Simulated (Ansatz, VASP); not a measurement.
**One calculation of Ti, two programs**

```xyz
1
Lattice="-1.6355 1.6355 1.6355 1.6355 -1.6355 1.6355 1.6355 1.6355 -1.6355" Properties=species:S:1:pos:R:3 pbc="T T T"
Ti    0.0000    0.0000    0.0000
```

Change from the starting cell: volume scaled by 0.99, PAW files.

Alike in both runs: task electric field gradients; functional PBEsol; k mesh 14 × 14 × 14; occupations fermi-dirac, width 0.05 eV; no spin polarisation.

```csv
,VASP,Ansatz
version,VASP 6.6.1,Ansatz 0.2.0
potentials or method,"VASP PAW PBE potentials, release 64 (Ti_sv)","PAW with Ansatz's default frozen-core files, scalar-relativistic"
plane-wave cutoff (eV),520,420
valence electrons in the cell,12,12
```

|  | VASP | Ansatz | Ansatz less VASP |
| --- | --- | --- | --- |
| pressure (GPa) | -5.9 | -5.7 | +0.19 |
| Vzz of the field gradient on the site that differs most (V/Å²) | 0.0 | 0.0 | 0.00 |

Caveats: the PAW data sets were made with another functional, which shifts forces and pressure a little (VASP).
